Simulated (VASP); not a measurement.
# CdTe (F-43m) in VASP: notebook

One crystal, CdTe, is run at these levels: PBE; tasks: relaxation of cell and atoms.

Program: VASP 6.6.1. These are calculated values, not measurements. Logs are shortened: lines on timing, memory, paths and dates and some standing lists are left out, and cuts for length are marked.

### 1 The crystal as given

Symmetry: F-43m, No. 216, cubic system. The conventional cell has a = 6.410 Å, b = 6.410 Å, c = 6.410 Å, α = 90.00°, β = 90.00°, γ = 90.00°. Around Cd (site symmetry -43m) lie 4 Te at 2.78 Å. Te (site symmetry -43m) is surrounded by 4 Cd at 2.78 Å.

### 2 Relaxation of cell and atoms, PBE

The input, INCAR:

```
PREC = Accurate ; ENCUT = 350
EDIFF = 1E-7 ; ISMEAR = 0
SIGMA = 0.02 ; LREAL = F
LASPH = T ; NELM = 80
ALGO = Normal ; ISIF = 3
LWAVE = F ; LCHARG = F
GGA = PE ; IBRION = 2
NSW = 80 ; EDIFFG = -0.002
```

The input, KPOINTS:

```
Automatic mesh
0
Gamma
  8 8 8
```

The input, POSCAR:

```
CdTe
1.0
    0.0000000000      3.2050000000      3.2050000000
    3.2050000000      0.0000000000      3.2050000000
    3.2050000000      3.2050000000      0.0000000000
Cd Te
1 1
Direct
    0.0000000000      0.0000000000      0.0000000000
    0.2500000000      0.2500000000      0.2500000000
```

Potentials or basis: VASP PAW PBE potentials, release 64 (Cd, Te).

Command:

```console
$ cat potpaw_PBE.64/Cd/POTCAR potpaw_PBE.64/Te/POTCAR > POTCAR
$ mpirun -np 1 vasp_std > vasp.out
```

OUTCAR:

```text
PREC = Accurate
   ENCUT = 350
   EDIFF = 1E-7
   ISMEAR = 0
   LREAL = F
   LASPH = T
   NELM = 80
   ISIF = 3
   GGA = PE
   IBRION = 2
   NSW = 80
   EDIFFG = -0.002

 ion  position               nearest neighbor table
   1  0.000  0.000  0.000-   2 2.78   2 2.78   2 2.78   2 2.78
   2  0.250  0.250  0.250-   1 2.78   1 2.78   1 2.78   1 2.78

  LATTYP: Found a face centered cubic cell.
 ALAT       =     6.4100000000

  Lattice vectors:

 A1 = (   0.0000000000,   3.2050000000,   3.2050000000)
 A2 = (   3.2050000000,   0.0000000000,   3.2050000000)
 A3 = (   3.2050000000,   3.2050000000,   0.0000000000)

Analysis of symmetry for initial positions (statically):
=====================================================================
 Subroutine PRICEL returns:
 Original cell was already a primitive cell.

 Routine SETGRP: Setting up the symmetry group for a
 face centered cubic supercell.

 Subroutine GETGRP returns: Found 24 space group operations
 (whereof 24 operations were pure point group operations)
 out of a pool of 48 trial point group operations.

The static configuration has the point symmetry T_d .

Analysis of symmetry for dynamics (positions and initial velocities):
=====================================================================
 Subroutine PRICEL returns:
 Original cell was already a primitive cell.

 Routine SETGRP: Setting up the symmetry group for a
 face centered cubic supercell.

 Subroutine GETGRP returns: Found 24 space group operations
 (whereof 24 operations were pure point group operations)
 out of a pool of 48 trial point group operations.

The dynamic configuration has the point symmetry T_d .

 Subroutine INISYM returns: Found 24 space group operations
 (whereof 24 operations are pure point group operations),
 and found     1 'primitive' translations

----------------------------------------------------------------------------------------

                                     Primitive cell

  volume of cell :      65.8437

  direct lattice vectors                    reciprocal lattice vectors
     0.000000000  3.205000000  3.205000000    -0.156006240  0.156006240  0.156006240
     3.205000000  0.000000000  3.205000000     0.156006240 -0.156006240  0.156006240
     3.205000000  3.205000000  0.000000000     0.156006240  0.156006240 -0.156006240

  length of vectors
[... 104 lines left out ...]
  Fermi-wavevector in a.u.,A,eV,Ry     =   1.062497  2.007828 15.359610  1.128899
  Thomas-Fermi vector in A             =   2.197950
   LORBIT       =      0    0 simple, 1 ext, 2 COOP (PROOUT), +10 PAW based schemes
   GGA     = PE    functional components
   LHFCALC =     F    Hartree Fock is set to
   AEXX    =    0.0000 exact exchange contribution
   IVDW    =     0    specifies the selected vdW correction
   LEPSILON=     F    determine dielectric tensor
   LRPA    =     F    only Hartree local field effects (RPA)
 conjugate gradient relaxation of ions
 non-spin polarized calculation
 Gauss-broadening in eV      SIGMA  =   0.02
  energy-cutoff  :      350.00
  volume of cell :       65.84
 maximum number of plane-waves:       992
   NGX = 13   NGY = 13   NGZ = 13

--------------------------------------- Ionic step        1  -------------------------------------------

 number of electron      18.0000011 magnetization

 Free energy of the ion-electron system (eV)
  ---------------------------------------------------
  ext. energy  EPLUGINS =         0.00000000
  ---------------------------------------------------
  free energy    TOTEN  =        -4.72355585 eV

  energy without entropy =       -4.72355585  energy(sigma->0) =       -4.72355585

------------------------ aborting loop because EDIFF is reached ----------------------------------------

  FORCE on cell =-STRESS in cart. coord.  units (eV):
  Direction    XX          YY          ZZ          XY          YZ          ZX
  --------------------------------------------------------------------------------------
  -------------------------------------------------------------------------------------
  Total        1.6777937      1.6777937      1.6777937     -0.0000000      0.0000000      0.0000000
  in kB       40.8258316     40.8258316     40.8258316     -0.0000000      0.0000000      0.0000000
  external PRESSURE =      40.8258316 kB  Pullay stress =       0.0000000 kB
[... 131 lines left out ...]
--------------------------------------- Ionic step        5  -------------------------------------------

 number of electron      17.9999985 magnetization

 Free energy of the ion-electron system (eV)
  ---------------------------------------------------
  ext. energy  EPLUGINS =         0.00000000
  ---------------------------------------------------
  free energy    TOTEN  =        -4.79937792 eV

  energy without entropy =       -4.79937792  energy(sigma->0) =       -4.79937792

 E-fermi :   1.9523     XC(G=0):  -8.3134

 val. band max:        1.8081215574   @ k =   0.0000   0.0000   0.0000
 cond. band min:       2.3885982445   @ k =   0.0000   0.0000   0.0000
 fundamental gap:      0.5804766871
 Fermi energy:         1.9523265093

 k-point     1 :       0.0000    0.0000    0.0000
  band No.  band energies     occupation
      1      -9.0331      2.00000
      2      -6.2677      2.00000
      3      -6.2677      2.00000
      4      -6.2677      2.00000
      5      -6.0495      2.00000
      6      -6.0495      2.00000
      7       1.8081      2.00000
      8       1.8081      2.00000
      9       1.8081      2.00000
     10       2.3886      0.00000
     11       6.4439      0.00000
     12       6.4439      0.00000
     13       6.4439      0.00000
[... 354 lines left out ...]
  band No.  band energies     occupation
      1      -8.6388      2.00000
      2      -6.1935      2.00000
      3      -6.1838      2.00000
      4      -6.0618      2.00000
      5      -6.0448      2.00000
      6      -5.6659      2.00000
      7      -2.1231      2.00000
      8      -0.0542      2.00000
      9       0.6836      2.00000
     10       4.9002      0.00000
     11       6.4656      0.00000
     12       7.6898      0.00000
     13       8.8294      0.00000

 [... further k-points ...]

------------------------ aborting loop because EDIFF is reached ----------------------------------------

  FORCE on cell =-STRESS in cart. coord.  units (eV):
  Direction    XX          YY          ZZ          XY          YZ          ZX
  --------------------------------------------------------------------------------------
  -------------------------------------------------------------------------------------
  Total        0.0010693      0.0010693      0.0010693      0.0000000     -0.0000000      0.0000000
  in kB        0.0236639      0.0236639      0.0236639      0.0000000     -0.0000000      0.0000000
  external PRESSURE =       0.0236639 kB  Pullay stress =       0.0000000 kB
[... 17 lines left out ...]
  FREE ENERGIE OF THE ION-ELECTRON SYSTEM (eV)
  ---------------------------------------------------
  free  energy   TOTEN  =        -4.7993779151 eV

  energy  without entropy=       -4.7993779151  energy(sigma->0) =       -4.79937792

 reached required accuracy - stopping structural energy minimisation
```

CONTCAR:

```text
CdTe
   1.00000000000000
    -0.0000000000000000    3.3080088769510838    3.3080088769510838
     3.3080088769510838    0.0000000000000000    3.3080088769510838
     3.3080088769510838    3.3080088769510838    0.0000000000000000
  Cd              Te
     1     1
Direct
     0.0000000000000000    0.0000000000000000    0.0000000000000000
     0.2500000000000000    0.2500000000000000    0.2500000000000000

  0.00000000E+00  0.00000000E+00  0.00000000E+00
  0.00000000E+00  0.00000000E+00  0.00000000E+00
```

Wall time 50 s (1 thread of Intel Xeon Platinum 8259CL at 2.50GHz (Skylake/Cascade Lake), shared host); peak memory 0.16 GiB.

What came out:

* Free energy: -4.7994 eV
* Relaxed volume: 36.20 Å³/atom
* Relaxed cell: a = 4.678 Å, b = 4.678 Å, c = 4.678 Å, α = 60.00°, β = 60.00°, γ = 60.00°
* Space group after relaxing (to 0.05 Å): F-43m (No. 216)
* Energy gained by relaxing: 37.9 meV/atom
* Ionic steps: 5
* Pressure after relaxing: 0.0 GPa
* Band gap on the k mesh: 0.58 eV, direct

The path:
```csv
step,energy change (eV),largest force (eV/Å),pressure (GPa),volume (Å³)
1,0.0000,0.0000,4.08,65.84
2,-0.0715,0.0000,-0.77,74.17
3,-0.0758,0.0000,0.02,72.36
4,-0.0758,0.0000,-0.04,72.49
5,-0.0758,0.0000,0.00,72.40
```

Final structure:
```
Cd Te
1.0
     0.00000    3.30801    3.30801
     3.30801    0.00000    3.30801
     3.30801    3.30801    0.00000
Cd Te
1 1
Direct
  0.00000 0.00000 0.00000
  0.25000 0.25000 0.25000
```

Levels at points of the mesh, in eV from the valence-band top:
| k point | band 5 | band 6 | band 7 | band 8 | band 9 | band 10 | band 11 | band 12 | band 13 |
| --- | --- | --- | --- | --- | --- | --- | --- | --- | --- |
| (0.00, 0.00, 0.00) | -7.86 | -7.86 | 0.00 | 0.00 | 0.00 | 0.58 | 4.64 | 4.64 | 4.64 |
| (0.50, 0.00, 0.00) | -7.85 | -7.55 | -4.09 | -0.69 | -0.69 | 1.75 | 5.21 | 5.21 | 7.01 |
| (0.50, 0.50, 0.00) | -7.83 | -7.44 | -4.02 | -1.66 | -1.66 | 2.67 | 2.74 | 8.51 | 8.81 |

Caveat: spin-orbit coupling is left out, which moves the levels of the heavy elements.

### 3 Relaxation of cell and atoms, PBE

This run uses another cell than the first one, of 36.20 Å³/atom, 1.100 times its volume.

INCAR is that of step 2.

KPOINTS is that of step 2.

The input, POSCAR:

```
CdTe                                    
1.0
   -0.0000000000      3.3080088770      3.3080088770
    3.3080088770      0.0000000000      3.3080088770
    3.3080088770      3.3080088770      0.0000000000
  Cd              Te            
     1     1
Direct
     0.0000000000000000    0.0000000000000000    0.0000000000000000
     0.2500000000000000    0.2500000000000000    0.2500000000000000
```

Potentials or basis: VASP PAW PBE potentials, release 64 (Cd, Te).

Command:

```console
$ cat potpaw_PBE.64/Cd/POTCAR potpaw_PBE.64/Te/POTCAR > POTCAR
$ mpirun -np 1 vasp_std > vasp.out
```

Wall time 37 s (1 thread of Intel Xeon Platinum 8259CL at 2.50GHz (Skylake/Cascade Lake), shared host); peak memory 0.17 GiB.

It converged, with:

| Item | Value |
| --- | --- |
| Free energy | -4.8090 eV |
| Relaxed volume | 36.05 Å³/atom |
| Relaxed cell | a = 4.672 Å, b = 4.672 Å, c = 4.672 Å, α = 60.00°, β = 60.00°, γ = 60.00° |
| Space group after relaxing (to 0.05 Å) | F-43m (No. 216) |
| Energy gained by relaxing | 0.1 meV/atom |
| Ionic steps | 3 |
| Pressure after relaxing | 0.0 GPa |
| Band gap on the k mesh | 0.59 eV, direct |

Step by step:
| step | energy change (eV) | largest force (eV/Å) | pressure (GPa) | volume (Å³) |
| --- | --- | --- | --- | --- |
| 1 | 0.0000 | 0.0000 | -0.14 | 72.40 |
| 2 | -0.0001 | 0.0000 | 0.02 | 72.06 |
| 3 | -0.0001 | 0.0000 | 0.00 | 72.10 |

Final structure:
```cif
data_structure
_symmetry_space_group_name_H-M 'P 1'
_symmetry_Int_Tables_number 1
_cell_length_a 4.6718
_cell_length_b 4.6718
_cell_length_c 4.6718
_cell_angle_alpha 60.000
_cell_angle_beta 60.000
_cell_angle_gamma 60.000
_cell_volume 72.10
loop_
_atom_site_label
_atom_site_type_symbol
_atom_site_fract_x
_atom_site_fract_y
_atom_site_fract_z
_atom_site_occupancy
Cd1 Cd 0.00000 0.00000 0.00000 1
Te1 Te 0.25000 0.25000 0.25000 1
```

Levels at points of the mesh, in eV from the valence-band top:
| k point | band 7 | band 8 | band 9 | band 10 | band 11 | band 12 |
| --- | --- | --- | --- | --- | --- | --- |
| (0.00, 0.00, 0.00) | 0.00 | 0.00 | 0.00 | 0.59 | 4.63 | 4.63 |
| (0.50, 0.00, 0.00) | -4.11 | -0.69 | -0.69 | 1.76 | 5.21 | 5.21 |
| (0.50, 0.50, 0.00) | -4.04 | -1.68 | -1.68 | 2.67 | 2.73 | 8.54 |

Caveat: spin-orbit coupling is left out, which moves the levels of the heavy elements.
